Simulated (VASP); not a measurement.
Crystal: Rh.

```
Rh
1.0
     2.69235    0.00000    0.00000
    -1.34617    2.33164    0.00000
     0.00000    0.00000    4.39661
Rh
2
Cartesian
  0.0000 1.5544 1.0992
  1.3462 0.7772 3.2975
```

This isn't the form of Rh at room conditions, which is fcc.

- Program: VASP 6.6.1
- Task: relaxation of cell and atoms
- Functional: PBEsol
- Potentials or basis: VASP PAW PBE potentials, release 64 (Rh_pv)
- Cutoff: 600 eV
- k mesh: 18 × 18 × 10
- Occupations: gaussian, width 0.1 eV
- Spin: no spin polarisation

At the start: pressure -5.3 GPa; volume 13.80 Å³/atom.

Problem. Where does the relaxation end?

Solution. Over 9 steps the energy falls by 6.0 meV/atom and the volume is 13.54 Å³/atom (-1.9 %); space group P6_3/mmc (No. 194, to 0.05 Å).

Step by step:
```
step  energy change (eV)  largest force (eV/Å)  pressure (GPa)  volume (Å³)
   1              0.0000                0.0000           -5.29        27.60
   2              0.0486                0.0000           16.00        25.82
   3             -0.0105                0.0000            0.32        27.05
   4             -0.0105                0.0000            0.45        27.04
   5             -0.0119                0.0000            0.04        27.08
   6             -0.0119                0.0000            0.09        27.08
   7             -0.0119                0.0000            0.07        27.08
   8             -0.0119                0.0000           -0.18        27.10
   9             -0.0119                0.0000            0.00        27.09
```

Final structure:
```
CELL_PARAMETERS angstrom
2.68829 0.00000 0.00000
-1.34414 2.32812 0.00000
0.00000 0.00000 4.32807
ATOMIC_POSITIONS crystal
Rh 0.33333 0.66667 0.25000
Rh 0.66667 0.33333 0.75000
```

Caveat: the PAW data sets were made with another functional, which shifts forces and pressure a little.
